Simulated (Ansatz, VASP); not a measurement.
Two plane-wave programs on CaF2

```
Ca F
1.0
     0.00000    2.73125    2.73125
     2.73125    0.00000    2.73125
     2.73125    2.73125    0.00000
Ca F
1 2
Direct
  0.00000 0.00000 0.00000
  0.25000 0.25000 0.25000
  0.75000 0.75000 0.75000
```

Alike in both runs: task single point; functional PBEsol; k mesh 8 × 8 × 8; occupations gaussian, width 0.05 eV; no spin polarisation.

```csv
,VASP,Ansatz
version,VASP 6.6.1,Ansatz 0.2.0
potentials or method,"VASP PAW PBE potentials, release 64 (Ca_sv, F)","scalar-relativistic, plane waves, PAW"
plane-wave cutoff (eV),520,420
valence electrons in the cell,24,24
```

```csv
,VASP,Ansatz,Ansatz less VASP
gap on the k mesh at the Fermi level (eV),7.09,7.11,+0.023
least direct gap on the mesh (eV),7.35,7.37,+0.021
pressure (GPa),-1.7,-1.9,-0.25
```

Caveats: the PAW data sets were made with another functional, which shifts forces and pressure a little (VASP). A k mesh can miss the band edges.
